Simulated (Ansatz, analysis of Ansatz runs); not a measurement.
# Reproducing a measured charge-transition level: As-vacancy pair (E centre) in Si, part 2 of 2

Subject: As-vacancy pair (E centre) in Si. Wanted: its charge-transition level, in one set-up (r2SCAN, 128-site cell, r2SCAN lattice, 500 eV, k: the single point 1/4 1/4 1/4). The model is a cell of 128 host atoms with 1 site emptied and As put on another atom's site. The level is the Fermi energy at which two charge states have equal formation energy, after a correction for the images of the charge. A meta-GGA costs about twice a GGA and mends lattice constants and part of the gap.

Ansatz 0.2.0; r2SCAN, 128-site cell, r2SCAN lattice, 500 eV, k: the single point 1/4 1/4 1/4.

So far: The starting structure; Relaxation, charge 0.

## Step 2: Relaxation, charge 0 (continued)

Level of this step: plane-wave PAW DFT, r2SCAN; relaxation of all atoms of a defect supercell (Ansatz).

The steps of the relaxation:

| step | energy less that of the first step (eV) | largest force component (eV/Å) |
| --- | --- | --- |
| 1 | 0.0000 | 3.1290 |
| 2 | -12.5576 | 0.9120 |
| 3 | -13.6059 | 0.1685 |
| 4 | -13.5740 | 0.2109 |
| 5 | -13.6218 | 0.0365 |
| 6 | -13.6208 | 0.0681 |
| 7 | -13.6228 | 0.0076 |

Relaxation steps 4, 6 were tried and not accepted.

The atoms that moved most (Å, from the sites as typed, ahead of the random displacement, the mean shift of all atoms taken out):

| atom | dx | dy | dz | length |
| --- | --- | --- | --- | --- |
| As43 | 0.118 | 0.114 | 0.131 | 0.210 |
| Si44 | -0.039 | -0.014 | 0.128 | 0.135 |
| Si74 | 0.073 | 0.036 | -0.067 | 0.105 |
| Si14 | -0.061 | -0.013 | 0.075 | 0.097 |
| Si73 | 0.060 | 0.010 | -0.071 | 0.094 |
| Si38 | -0.019 | -0.044 | 0.063 | 0.079 |
| Si49 | 0.009 | 0.039 | -0.054 | 0.067 |
| Si50 | 0.038 | 0.040 | -0.038 | 0.067 |

The atoms nearest to the centre after the run:

| atom | distance (Å) |
| --- | --- |
| As43 | 2.132 |
| Si44 | 2.263 |
| Si74 | 2.300 |
| Si50 | 2.343 |
| Si73 | 3.752 |
| Si14 | 3.759 |
| Si38 | 3.774 |
| Si49 | 3.783 |
| Si36 | 3.829 |
| Si12 | 3.837 |
| Si67 | 3.840 |

Read from the output:

```
free energy                           : -85378.9301 eV
total moment                          : 1 μB
integral of the absolute spin density : 1.945 μB
spin contamination                    : 0.1509
```

The relaxation ends 107 meV an atom lower than the displaced start, with a largest force component of 0.0076 eV/Å.

## Step 3: Relaxation, charge −1

The input displaces the atoms at random before the relaxation, so that it can leave a symmetric saddle if there is one.

relax1/input.yaml

```yaml
relax:
  f_tol: 0.02
  max_steps: 80
  random_displacement: { amplitude: 0.12, seed: 805 }
crystal:
  lattice:
    - [0.0, 10.88847935, 10.88847935]
    - [10.88847935, 0.0, 10.88847935]
    - [10.88847935, 10.88847935, 0.0]
  atoms:
    - { symbol: Si, position: [0.125, 0.125, 0.125] }
    - { symbol: Si, position: [0.1875, 0.1875, 0.1875] }
[... 33 atom lines left out ...]
    - { symbol: Si, position: [0.4375, 0.1875, 0.4375] }
[... 1 atom line left out ...]
    - { symbol: Si, position: [0.4375, 0.1875, 0.6875] }
[... 3 atom lines left out ...]
    - { symbol: Si, position: [0.4375, 0.4375, 0.1875] }
    - { symbol: As, position: [0.375, 0.375, 0.375] }
    - { symbol: Si, position: [0.375, 0.375, 0.625] }
    - { symbol: Si, position: [0.4375, 0.4375, 0.6875] }
[... 3 atom lines left out ...]
    - { symbol: Si, position: [0.4375, 0.6875, 0.1875] }
    - { symbol: Si, position: [0.375, 0.625, 0.375] }
    - { symbol: Si, position: [0.4375, 0.6875, 0.4375] }
[... 21 atom lines left out ...]
    - { symbol: Si, position: [0.6875, 0.4375, 0.1875] }
    - { symbol: Si, position: [0.625, 0.375, 0.375] }
    - { symbol: Si, position: [0.6875, 0.4375, 0.4375] }
[... 51 atom lines left out ...]
    - { symbol: Si, position: [0.9375, 0.9375, 0.9375] }
  host:
    repeats: [4, 4, 4]
    atoms:
      - { symbol: Si, position: [0.5, 0.5, 0.5] }
      - { symbol: Si, position: [0.75, 0.75, 0.75] }
total_charge: -1
basis:
  ecutwfc: 500
  xc_grid: 2
hamiltonian:
  xc: r2scan
kpoints:
  mp_grid: { grid: [1, 1, 1], shift: [0.25, 0.25, 0.25] }
scf:
  occupations: { method: fermi_dirac, width: 0.01 }
  max_iter: 120
output:
  forces: true
  charged_corrections:
    epsilon: 13.32
    static_epsilon: 13.32
    defect_position: [0.40625, 0.40625, 0.40625]
  eigenvalues: true
checkpoint:
  write: "../relax1.run"
  compress: false
  write_wavefunctions: true
  write_every: 100000
```

Started as:

```console
$ ansatz run input.yaml --threads 4 --pin off --max-ram 14131MiB --backend cpu --events-out ev --progress --plain --runs-dir out
```

Numbers of over 12 decimals in the logs are rounded to 6 here.

What it wrote:

```text
[...]
Crystal: 127 atoms, lattice volume = 2581.854 Å³
Basis set: ecut = 500 eV, 65547 PW (Γ), exchange–correlation on 240×240×240 points (8 copies of the dense FFT grid, shifted against one another)
Bands: 387, of which v1, the nominal top of the filled ones, is band 260 counted from 1 (259 counted from 0)
Symmetry: 1 space group operations
k-points: 1
[...]
SCF iter   1: F=—  HF=-85357.430158 eV  |F-HF|=—  |Δ(HF+E_count)|=         —  Δρ=4.25e-3  dr2=6.78e-1  dr2_τ=8.39e-1  ethr=1.77e-3  ⟨swp⟩=6.0  Hψ=1785  notcnv=0  defer=79
[...]
SCF iter  10: F=-85358.418586 eV  HF=-85358.418591 eV  |F-HF|=5.46e-6  |Δ(HF+E_count)|=   3.94e-7  Δρ=1.08e-5  dr2=9.94e-6  dr2_τ=3.44e-8  ethr=1.92e-9  ⟨swp⟩=19.0  Hψ=2658  notcnv=0
SCF 1 converged in 10 iterations: F = -85358.418586 eV  dr2 = 9.94e-6
[...]
--- Band table (eV) ---
[...]
--- Relaxed structure (17 steps of the walk, 15 accepted, 0 SCFs on fresh bases) ---
  F+E_penalty+E_count = -85372.12175507 eV   max|allowed force component| = 1.328e-2 eV/Å
  atoms:
    - { symbol: Si, position: [0.123008, 0.129007, 0.123335] }
    - { symbol: Si, position: [0.186661, 0.188960, 0.187252] }
    [... 9 atoms left out ...]
    - { symbol: Si, position: [0.189146, 0.438059, 0.433790] }
    [... 23 atoms left out ...]
    - { symbol: Si, position: [0.435336, 0.189841, 0.435747] }
    [... 5 atoms left out ...]
    - { symbol: Si, position: [0.433224, 0.437927, 0.189398] }
    - { symbol: As, position: [0.379717, 0.381824, 0.379848] }
    - { symbol: Si, position: [0.409216, 0.375257, 0.593959] }
    [... 3 atoms left out ...]
    - { symbol: Si, position: [0.374073, 0.626117, 0.127100] }
    - { symbol: Si, position: [0.431750, 0.690589, 0.193054] }
    - { symbol: Si, position: [0.376891, 0.613977, 0.379281] }
    [... 22 atoms left out ...]
    - { symbol: Si, position: [0.669645, 0.436762, 0.209263] }
    - { symbol: Si, position: [0.594941, 0.373873, 0.409813] }
    [... 53 atoms left out ...]
[key lines of the parts left out:]
SCF converged after 2 iterations
Free energy (F): -85372.121755 eV
Fermi energy:    6.775679 eV
```

It took 44 min on 4 threads of Arm Neoverse V1, shared host; peak memory 7.2 GiB; 2.9 h of CPU time.

Relaxation path:

| step | energy less that of the first step (eV) | largest force component (eV/Å) |
| --- | --- | --- |
| 1 | 0.0000 | 3.1253 |
| 2 | -12.3609 | 0.9256 |
| 3 | -13.5438 | 0.1821 |
| 4 | -13.5757 | 0.1853 |
| 5 | -13.5905 | 0.1901 |
| 6 | -13.6199 | 0.1861 |
| 7 | -13.6075 | 0.2772 |
| 8 | -13.6604 | 0.0667 |
| 9 | -13.6658 | 0.1237 |
| 10 | -13.6713 | 0.0631 |
| 11 | -13.6737 | 0.1029 |
| 12 | -13.6825 | 0.0593 |
| 13 | -13.6748 | 0.1986 |
| 14 | -13.6949 | 0.0568 |
| 15 | -13.6985 | 0.1051 |
| 16 | -13.7020 | 0.0379 |
| 17 | -13.7032 | 0.0133 |

Relaxation steps 7, 13 were tried and not accepted.

The atoms that moved most (Å, from the sites as typed, ahead of the random displacement, the mean shift of all atoms taken out):

| atom | dx | dy | dz | length |
| --- | --- | --- | --- | --- |
| Si44 | -0.348 | 0.027 | 0.369 | 0.508 |
| Si74 | 0.354 | 0.044 | -0.346 | 0.497 |
| Si73 | 0.216 | 0.035 | -0.209 | 0.302 |
| Si14 | -0.206 | 0.032 | 0.218 | 0.302 |
| As43 | 0.114 | 0.097 | 0.119 | 0.191 |
| Si50 | -0.087 | 0.060 | -0.106 | 0.149 |
| Si104 | 0.088 | -0.034 | -0.088 | 0.129 |
| Si15 | -0.085 | -0.036 | 0.089 | 0.128 |

Neighbours of the ideal centre at the end:

| atom | distance (Å) |
| --- | --- |
| Si44 | 1.993 |
| Si74 | 2.007 |
| As43 | 2.151 |
| Si50 | 2.219 |
| Si73 | 3.545 |
| Si14 | 3.555 |
| Si38 | 3.796 |
| Si67 | 3.806 |
| Si51 | 3.816 |
| Si45 | 3.830 |
| Si75 | 3.831 |
| Si49 | 3.832 |
| Si36 | 3.844 |
| Si12 | 3.849 |
| Si42 | 3.850 |
| Si20 | 3.853 |

Numbers from this step:

```
free energy : -85372.1218 eV
```

The relaxation ends 108 meV an atom lower than the displaced start, with a largest force component of 0.013 eV/Å.

## Step 4: Charge-transition levels

A charged cell feels its images and has its own zero of potential; this step corrects both and places the level between the host's band edges.

This step: place-levels on r2SCAN runs: charge-transition levels with image-charge correction and potential alignment at the atomic sites.

levels.yaml

```yaml
host:
  run: host.relax.run
states: [relax0.run, relax1.run]
```

Started as:

```console
$ ansatz place-levels levels.yaml -- --threads 4 --pin off --max-ram 14131MiB
```

What it wrote:

```text
(0/-1) 0.868 eV above the valence edge, in the conduction band
  edges by r2scan, gap 0.758 eV; the host is sampled to repeats of 15.40 Å
  the defect's cells are sampled to repeats of 15.40 Å, like sampling
  charge 0: +0.000 eV for its dipole among its images, +0.000 omitted
  charge -1: -85371.9647 eV with its correction of +0.157 eV, at epsilon 13.32, aligned at sites: -0.0433 eV, mean over 42 atomic sites at or beyond 7.70 Å from the defect at [0.4063, 0.4063, 0.4063], with +0.000633 for the charge's moments and without [...]
  of states[1] (relax1.run): how wide its charge is, is not read beside other atoms or cores, and a band state would take no correction. [...]
```

The job ended after 0.15 s (4 threads).

This step gave:

- gap: 0.7578 eV

## Step 5: Outcome

| Item | Value |
| --- | --- |
| static dielectric constant used | 13.3 |
| band gap of the host | 0.76 eV |
| (0/-1) level below the conduction-band bottom | -0.11 eV |
| time of the whole chain | 1.5 h on 4 threads |

**Reading.** (0/-1) level below the conduction-band bottom: computed -0.11 eV, measured 0.47 eV; 0.58 eV shallower than the measurement. The computed level lies at or beyond a band edge, so this set-up gives no level clear of the bands. The level is counted in a gap of 0.76 eV, and the correction is screened by a dielectric constant of 13.3 from a linear-response run on the host (PBEsol). Levels hang on the band edges, which semilocal functionals place too close together.

[Logs are printed without paths, hosts, clocks, repeated set-up lines and the standing remarks that a program may print on its own settings, such as how far it seeks lower states.]

[Hosts, paths, dates, database ids (printed as entryN), source tags and the programs' standing remarks are cut or masked in the printed files.]

[For some hosts the program warned that the k-mesh of the response run may be too coarse for force constants and the static dielectric constant; such warnings are not shown here.]
